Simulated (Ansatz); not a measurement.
**simple cubic against fcc along the 5d metals**

Computed with Ansatz, DFT, LDA (PW92), plane waves (420 eV) with PAW, scalar-relativistic. (PAW data from PBE, frozen cores regenerated.)

Each structure is relaxed within its symmetry, in the lowest magnetic state of the tried starts. Differences under about 8 meV lie within the error of the k-point mesh.

```json
{"element": "Lu", "E(simple cubic) − E(fcc) (meV/atom)": "841", "V(simple cubic) (Å³/atom)": "28.40", "V(fcc) (Å³/atom)": "25.62", "state of simple cubic": "spin not included", "state of fcc": "spin not included"}
{"element": "Hf", "E(simple cubic) − E(fcc) (meV/atom)": "970", "V(simple cubic) (Å³/atom)": "22.52", "V(fcc) (Å³/atom)": "20.73", "state of simple cubic": "spin not included", "state of fcc": "spin not included"}
{"element": "Ta", "E(simple cubic) − E(fcc) (meV/atom)": "?", "V(simple cubic) (Å³/atom)": "?", "V(fcc) (Å³/atom)": "?", "state of simple cubic": "?", "state of fcc": "?"}
{"element": "Re", "E(simple cubic) − E(fcc) (meV/atom)": "1366", "V(simple cubic) (Å³/atom)": "16.38", "V(fcc) (Å³/atom)": "14.38", "state of simple cubic": "spin not included", "state of fcc": "spin not included"}
{"element": "Os", "E(simple cubic) − E(fcc) (meV/atom)": "1481", "V(simple cubic) (Å³/atom)": "15.95", "V(fcc) (Å³/atom)": "13.76", "state of simple cubic": "spin not included", "state of fcc": "spin not included"}
{"element": "Ir", "E(simple cubic) − E(fcc) (meV/atom)": "1098", "V(simple cubic) (Å³/atom)": "16.16", "V(fcc) (Å³/atom)": "13.84", "state of simple cubic": "spin not included", "state of fcc": "non-magnetic"}
{"element": "Pt", "E(simple cubic) − E(fcc) (meV/atom)": "541", "V(simple cubic) (Å³/atom)": "16.98", "V(fcc) (Å³/atom)": "14.77", "state of simple cubic": "spin not included", "state of fcc": "spin not included"}
{"element": "Au", "E(simple cubic) − E(fcc) (meV/atom)": "273", "V(simple cubic) (Å³/atom)": "18.98", "V(fcc) (Å³/atom)": "16.56", "state of simple cubic": "spin not included", "state of fcc": "spin not included"}
{"element": "Hg", "E(simple cubic) − E(fcc) (meV/atom)": "-24", "V(simple cubic) (Å³/atom)": "24.25", "V(fcc) (Å³/atom)": "22.03", "state of simple cubic": "spin not included", "state of fcc": "spin not included"}
```

(1) Fill in the row of Ta.

Answers

(1) E(simple cubic) − E(fcc) (meV/atom): 855; V(simple cubic) (Å³/atom): 19.33; V(fcc) (Å³/atom): 17.76; state of simple cubic: spin not included; state of fcc: spin not included.
